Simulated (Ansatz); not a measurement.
# HgS: stiffness from strained cells

Aim: the elastic tensor from the stress of slightly strained cells, and the moduli that follow. Runs: reference run (LAPW); at 2 GPa (LAPW). Companion runs by PAW are cited.

Program: Ansatz 0.2.0. Level of theory: DFT PBEsol, all-electron LAPW, scalar-relativistic unless said. These are calculated values, not measurements.

**1. The starting structure**

It takes space group F-43m (No. 216, cubic). The conventional cell has a = 5.876 Å, b = 5.876 Å, c = 5.876 Å, α = 90.00°, β = 90.00°, γ = 90.00°. Around Hg (site symmetry -43m) lie 4 S at 2.54 Å. Around S (site symmetry -43m) lie 4 Hg at 2.54 Å.

As a file:

```xyz
2
Lattice="0.0000 2.9382 2.9382 2.9382 0.0000 2.9382 2.9382 2.9382 0.0000" Properties=species:S:1:pos:R:3 pbc="T T T"
Hg    0.0000    0.0000    0.0000
S     4.4074    4.4074    4.4074
```

Cartesian axes are those of the input's lattice vectors. The structure goes back to a database entry.

**2. Reference run, LAPW**

Input file input.yaml:

```yaml
crystal:
  lattice:
    - [0.0, 2.93823884206, 2.93823884206]
    - [2.93823884206, 0.0, 2.93823884206]
    - [2.93823884206, 2.93823884206, 0.0]
  atoms:
    - { symbol: Hg, position: [0.0, 0.0, 0.0] }
    - { symbol: S, position: [0.75, 0.75, 0.75] }
kpoints:
  mp_grid: { grid: [14, 14, 14] }
scf:
  occupations: { method: fermi_dirac, width: 0.08 }
hamiltonian:
  xc: pbesol
  pseudopotentials: { kind: all_electron, lapw: { basis_error: 0.001 } }
elastic:
  mode: relaxed_ion
  stencil: two_point
  amplitude: 0.005
```

Command:

```
$ ansatz run input.yaml --threads 1 --pin off --max-ram 2560MiB --backend cpu --events-out ev --progress --plain --runs-dir out
```

**3. At 2 GPa, LAPW**

Changes to input.yaml since step 2:

```diff
@@ -2,5 +2,5 @@
   lattice:
-    - [0.0, 2.93823884206, 2.93823884206]
-    - [2.93823884206, 0.0, 2.93823884206]
-    - [2.93823884206, 2.93823884206, 0.0]
+    - [0.0, 2.90817276844, 2.90817276844]
+    - [2.90817276844, 0.0, 2.90817276844]
+    - [2.90817276844, 2.90817276844, 0.0]
   atoms:
```

(Steps that only read results are left out.)

What does the calculation give? Wanted: C11; C12; C44; bulk, shear and Young's modulus; Debye temperature from sound speeds; universal anisotropy index.

The runs gave:

| quantity | value |
| --- | --- |
| C11 (LAPW) | 71 GPa |
| C12 (LAPW) | 55 GPa |
| C44 (LAPW) | 25 GPa |
| bulk, shear and Young's modulus | 60, 16, 44 GPa |
| Debye temperature from sound speeds | 163 K |
| universal anisotropy index | 1.55 |

All eigenvalues are positive, so the crystal is mechanically stable; by LAPW K = 60 and G = 16 GPa, K/G = 3.79, on the ductile side of Pugh's rough line at 1.75, which was drawn for metals. Young's modulus runs from 24 to 65 GPa with direction. PAW's constants lie within 0.2 GPa of LAPW's. At 2 GPa K rises to 70 GPa. Cautions: responses of metals move with mesh and smearing; no spin-orbit coupling on heavy atoms.
